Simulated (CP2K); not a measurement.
ZnS (Wurtzite-4H):

```xyz
8
Lattice="3.8227 0.0000 0.0000 -1.9114 3.3106 0.0000 0.0000 0.0000 12.5200" Properties=species:S:1:pos:R:3 pbc="T T T"
Zn    1.9114    1.1035    9.3900
Zn    0.0000    2.2070    3.1300
Zn    0.0000    0.0000    6.2600
Zn    0.0000    0.0000    0.0000
S     1.9114    1.1035   11.7375
S     0.0000    2.2070    5.4775
S     0.0000    0.0000    8.6075
S     0.0000    0.0000    2.3475
```

Base run:

```yaml
Program: CP2K 2026.2
Functional: PBE
Potentials_or_basis: POTENTIAL_UZH Zn GTH-PBE-q12, S GTH-PBE-q6; ccGRB-D basis
Density_cutoff: 6123 eV
k_mesh: 6 × 6 × 2
Occupations: fermi-dirac, width 0.05 eV
Spin: no spin polarisation
```

Its results: band gap on the k mesh 2.27 eV, direct; pressure 2.5 GPa.

Question: The run is repeated on the same cell with these changes: potentials or basis from POTENTIAL_UZH Zn GTH-PBE-q12, S GTH-PBE-q6; ccGRB-D basis to POTENTIAL_UZH Zn GTH-PBE-q12, S GTH-PBE-q6; DZVP-MOLOPT-PBE-GTH basis; basis sets from Zn ccGRB-D-q12, S ccGRB-D-q6 to Zn DZVP-MOLOPT-PBE-GTH-q12, S DZVP-MOLOPT-PBE-GTH-q6. What comes out?

Answer: Band gap on the k mesh 2.08 eV, direct; pressure 1.9 GPa.

Caveats: the basis of atomic orbitals isn't converged, which shifts pressures, moduli and gaps.

